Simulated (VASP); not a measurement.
Calculation: SCAN meta-GGA, VASP's PBE PAW potentials (set 64) (plane waves; VASP 6.6.1).

The input files of a VASP run:

### KPOINTS
```
Automatic mesh
0
Gamma
13 13 13
0 0 0
```

INCAR:
```
SYSTEM = InN
PREC = Accurate
ENCUT = 520
EDIFF = 1E-7
NELM = 100
ALGO = Normal
LREAL = .FALSE.
LASPH = .TRUE.
ISMEAR = 1
SIGMA = 0.1
METAGGA = SCAN
LMIXTAU = .TRUE.
LMAXMIX = 4
LWAVE = .FALSE.
LCHARG = .FALSE.
ISIF = 2
```

POSCAR:
```
InN
1.0
  0.0000000000   2.4966948092   2.4966948092
  2.4966948092   0.0000000000   2.4966948092
  2.4966948092   2.4966948092   0.0000000000
In N
1 1
Direct
  0.0000000000   0.0000000000   0.0000000000
  0.2500000000   0.2500000000   0.2500000000
```

POTCAR, in this order: In_d N (PBE.64 set). Program: vasp_std.

What VASP printed:

OUTCAR:
```
 ion  position               nearest neighbor table
   1  0.000  0.000  0.000-   2 2.16   2 2.16   2 2.16   2 2.16
   2  0.250  0.250  0.250-   1 2.16   1 2.16   1 2.16   1 2.16
  LATTYP: Found a face centered cubic cell.
 ALAT       =     4.9933896184
 Subroutine PRICEL returns:
 Original cell was already a primitive cell.
 Subroutine GETGRP returns: Found 24 space group operations
The static configuration has the point symmetry T_d .
The dynamic configuration has the point symmetry T_d .
 Subroutine INISYM returns: Found 24 space group operations
 Subroutine IBZKPT returns following result:
 Found     84 irreducible k-points:

 Following reciprocal coordinates:
            Coordinates               Weight
  0.000000  0.000000  0.000000      1.000000
  0.076923  0.000000  0.000000      8.000000
  0.153846  0.000000  0.000000      8.000000
  0.230769  0.000000  0.000000      8.000000
  0.307692  0.000000  0.000000      8.000000
  0.384615  0.000000  0.000000      8.000000
  0.461538  0.000000  0.000000      8.000000
  0.076923  0.076923  0.000000      6.000000
  0.153846  0.076923  0.000000     24.000000
  0.230769  0.076923  0.000000     24.000000
  0.307692  0.076923  0.000000     24.000000
  0.384615  0.076923  0.000000     24.000000
  0.461538  0.076923  0.000000     24.000000
 -0.461538  0.076923  0.000000     24.000000
 -0.384615  0.076923  0.000000     24.000000
 -0.307692  0.076923  0.000000     24.000000
 -0.230769  0.076923  0.000000     24.000000
 -0.153846  0.076923  0.000000     24.000000
 -0.076923  0.076923  0.000000     12.000000
  0.153846  0.153846  0.000000      6.000000
  0.230769  0.153846  0.000000     24.000000
  0.307692  0.153846  0.000000     24.000000
  0.384615  0.153846  0.000000     24.000000
  0.461538  0.153846  0.000000     24.000000
...
```

**OSZICAR**
```
       N       E                     dE             d eps       ncg     rms          rms(c)
DAV:   1     0.996585377440E+02    0.99659E+02   -0.94168E+03  2204   0.187E+03
DAV:   2    -0.375005523758E+02   -0.13716E+03   -0.13065E+03  2404   0.388E+02
DAV:   3    -0.487702013380E+02   -0.11270E+02   -0.11062E+02  2594   0.115E+02
DAV:   4    -0.490946841336E+02   -0.32448E+00   -0.32410E+00  2551   0.205E+01
DAV:   5    -0.491077405997E+02   -0.13056E-01   -0.13056E-01  2991   0.379E+00    0.925E+00
DAV:   6    -0.417659489790E+02    0.73418E+01   -0.96009E+00  3272   0.775E+01    0.586E+00
DAV:   7    -0.426359884191E+02   -0.87004E+00   -0.10253E+00  2685   0.234E+01    0.355E+00
DAV:   8    -0.429153430638E+02   -0.27935E+00   -0.28049E-01  2184   0.793E+00    0.138E+00
DAV:   9    -0.426710731646E+02    0.24427E+00   -0.19319E-01  2184   0.691E+00    0.850E-01
DAV:  10    -0.426812689833E+02   -0.10196E-01   -0.67292E-03  2464   0.101E+00    0.114E+00
DAV:  11    -0.427400643906E+02   -0.58795E-01   -0.47534E-02  2184   0.311E+00    0.191E+00
DAV:  12    -0.427439800221E+02   -0.39156E-02   -0.11567E-03  2694   0.451E-01    0.200E+00
DAV:  13    -0.427408126356E+02    0.31674E-02   -0.12658E-03  2184   0.563E-01    0.264E+00
DAV:  14    -0.427567074337E+02   -0.15895E-01   -0.18512E-02  2199   0.226E+00    0.746E-01
DAV:  15    -0.427591349779E+02   -0.24275E-02   -0.14565E-03  2259   0.530E-01    0.131E+00
DAV:  16    -0.427627208271E+02   -0.35858E-02   -0.23814E-03  2184   0.772E-01    0.184E+00
DAV:  17    -0.427619912136E+02    0.72961E-03   -0.93635E-04  2194   0.474E-01    0.219E+00
DAV:  18    -0.427639355407E+02   -0.19443E-02   -0.11441E-03  2249   0.434E-01    0.105E+00
DAV:  19    -0.427646351426E+02   -0.69960E-03   -0.41510E-04  2209   0.249E-01    0.399E-01
DAV:  20    -0.427647061858E+02   -0.71043E-04   -0.20736E-05  2543   0.566E-02    0.359E-01
DAV:  21    -0.427649932742E+02   -0.28709E-03   -0.57153E-05  2204   0.107E-01    0.103E-01
DAV:  22    -0.427651679207E+02   -0.17465E-03   -0.73842E-05  2194   0.983E-02    0.812E-02
DAV:  23    -0.427651715354E+02   -0.36147E-05   -0.22655E-06  2589   0.186E-02    0.910E-02
DAV:  24    -0.427651461839E+02    0.25351E-04   -0.56818E-06  2194   0.400E-02    0.691E-02
DAV:  25    -0.427650891293E+02    0.57055E-04   -0.61795E-06  2214   0.435E-02    0.220E-02
DAV:  26    -0.427650768028E+02    0.12327E-04   -0.25169E-06  2209   0.200E-02    0.999E-03
DAV:  27    -0.427650748840E+02    0.19188E-05   -0.22070E-07  2198   0.641E-03    0.923E-03
DAV:  28    -0.427650689408E+02    0.59431E-05   -0.13210E-07  1737   0.576E-03    0.371E-03
DAV:  29    -0.427650682950E+02    0.64578E-06   -0.55724E-08  1571   0.346E-03    0.268E-03
DAV:  30    -0.427650661467E+02    0.21483E-05   -0.89880E-09  1142   0.175E-03    0.666E-04
DAV:  31    -0.427650658301E+02    0.31661E-06   -0.23268E-09  1137   0.803E-04    0.504E-04
DAV:  32    -0.427650654467E+02    0.38344E-06   -0.11277E-09  1127   0.667E-04    0.176E-04
DAV:  33    -0.427650653547E+02    0.91984E-07   -0.28512E-10  1132   0.358E-04
   1 F= -.42765065E+02 E0= -.42765097E+02  d E =0.959893E-04
```

OUTCAR:
```
------------------------ aborting loop because EDIFF is reached ----------------------------------------
  FORCE on cell =-STRESS in cart. coord.  units (eV):
  Direction    XX          YY          ZZ          XY          YZ          ZX
  --------------------------------------------------------------------------------------
  Total        0.0155405      0.0155405      0.0155405     -0.0000000     -0.0000000      0.0000000
  in kB        0.7999257      0.7999257      0.7999257     -0.0000000     -0.0000000      0.0000000
  external PRESSURE =       0.7999257 kB  Pullay stress =       0.0000000 kB
  volume of cell :       31.13
      direct lattice vectors                 reciprocal lattice vectors
     0.000000000  2.496694809  2.496694809    -0.200264765  0.200264765  0.200264765
     2.496694809  0.000000000  2.496694809     0.200264765 -0.200264765  0.200264765
     2.496694809  2.496694809  0.000000000     0.200264765  0.200264765 -0.200264765
 POSITION                                       TOTAL-FORCE (eV/Angst)
 -----------------------------------------------------------------------------------
      0.00000      0.00000      0.00000         0.000000      0.000000      0.000000
      1.24835      1.24835      1.24835        -0.000000     -0.000000     -0.000000
 -----------------------------------------------------------------------------------
    total drift:                               -0.000071     -0.000071     -0.000071
  FREE ENERGIE OF THE ION-ELECTRON SYSTEM (eV)
  ---------------------------------------------------
  free  energy   TOTEN  =       -42.7650653547 eV

  energy  without entropy=      -42.7651613440  energy(sigma->0) =      -42.76509735
```
(Selected blocks of OUTCAR.)

The compound is InN in the zinc blende structure, a metastable form; wurtzite is the usual one. It was relaxed first.
